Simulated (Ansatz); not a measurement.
# Al2O3: the cost of one run

Method: DFT PBE, scalar-relativistic, plane waves, PAW, in Ansatz 0.2.0.

4 further runs of the same task are left out: 4 set aside as unsound or not needed.

### 1 The starting structure

The cell holds 20 atoms (Al7HoO12): a = 4.809 Å, b = 4.809 Å, c = 9.180 Å, α = 74.82°, β = 74.82°, γ = 60.00°.

The coordinates of this cell stand in the input of its own run.

The host was relaxed before at PBE: a = 4.809 Å, b = 4.809 Å, c = 13.125 Å, α = 90.00°, β = 90.00°, γ = 120.00° (conventional cell), 8.761 Å³/atom.

Places, in fractions of the supercell: Ho in place of Al at (0.426, 0.426, 0.722). The start keeps the symmetry of the ideal site.

### 2 Band edges of the host over the zone

Input file input.yaml:

```yaml
crystal:
  lattice:
    - [2.4042988054, 1.3881225625, 4.3749117449]
    - [-2.4042988054, 1.3881225625, 4.3749117449]
    - [0.0, -2.776245125, 4.3749117449]
  atoms:
    - { symbol: Al, position: [0.1478748935, 0.1478748935, 0.1478748935] }
    - { symbol: Al, position: [0.3521251065, 0.3521251065, 0.3521251065] }
    - { symbol: Al, position: [0.6478748935, 0.6478748935, 0.6478748935] }
    - { symbol: Al, position: [0.8521251065, 0.8521251065, 0.8521251065] }
    - { symbol: O, position: [0.9438371958, 0.5561628042, 0.25] }
    - { symbol: O, position: [0.4438371958, 0.75, 0.0561628042] }
    - { symbol: O, position: [0.5561628042, 0.25, 0.9438371958] }
    - { symbol: O, position: [0.25, 0.9438371958, 0.5561628042] }
    - { symbol: O, position: [0.75, 0.0561628042, 0.4438371958] }
    - { symbol: O, position: [0.0561628042, 0.4438371958, 0.75] }
basis:
  ecutwfc: 420
  xc_grid: 2
kpoints:
  mp_grid: { grid: [6, 6, 6] }
  band_path: { path: [VBM, CBM], npoints: 2 }
hamiltonian:
  xc: pbe
scf:
  occupations: { method: gaussian, width: 0.02 }
output:
  forces: true
  stress: true
  eigenvalues: true
```

Command:

```console
$ ansatz run input.yaml --threads 8 --pin off --max-ram 14336MiB --backend cpu --events-out ev --progress --plain --runs-dir out
```

Q: Estimate wall time and peak memory on 8 threads of Intel Xeon, shared host.

About 12 s, with a peak of 0.52 GiB.
